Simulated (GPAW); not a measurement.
Runs of GPAW 26.7.0 on V. The structure is cubic, space group Im-3m (No. 229). The conventional cell has a = 3.029 Å, b = 3.029 Å, c = 3.029 Å, α = 90.00°, β = 90.00°, γ = 90.00°. V (site symmetry m-3m) has 8 V at 2.62 Å as nearest neighbours. 

```csv
task,level,potentials or basis,U,k mesh,maxiter,data set,band path,band points,other keys,gap on the mesh (eV),pressure (GPa),moment (μB)
hyperfine couplings,LDA,"PAW data sets generated in the run's folder for this functional, pw",-,12 × 12 × 12,150,-,-,-,-,none,-17.1,0.00
hyperfine couplings,LDA,"the program's PAW data sets (release 1.2.1) made for this functional, pw",-,12 × 12 × 12,100,-,-,-,"several, not listed",none,-17.1,0.00
hyperfine couplings,PBEsol,"PAW data sets generated in the run's folder for this functional, pw",-,12 × 12 × 12,150,-,-,-,-,none,-10.7,0.00
band structure,r2SCAN+U,"GPAW PAW data sets (gpaw-data 1.2.1), pw",V d U = 1 eV,10 × 10 × 10,150,-,"GHNGPH,PN",100,-,-,(a),0.71
```

Alike in all rows: spin collinear, ferromagnetic start; cell as given; cutoff (eV) 600; smearing fermi-dirac 0.05 eV.

Q: Estimate the missing entries.

A: (a) 0.2.

Caveats: the dipolar part lacks the spin inside other atoms' spheres (some runs); so large a pressure means that the cell lies far from this level's equilibrium, or that cutoff or potentials fall short (some runs); the PAW data sets were made with another functional, which shifts forces and pressure a little (some runs); the U is typed as a test and isn't derived for this compound (some runs).

A gap of «none» marks a metal or a gap under the smearing width.

Runs at the PBE level aren't shown here.
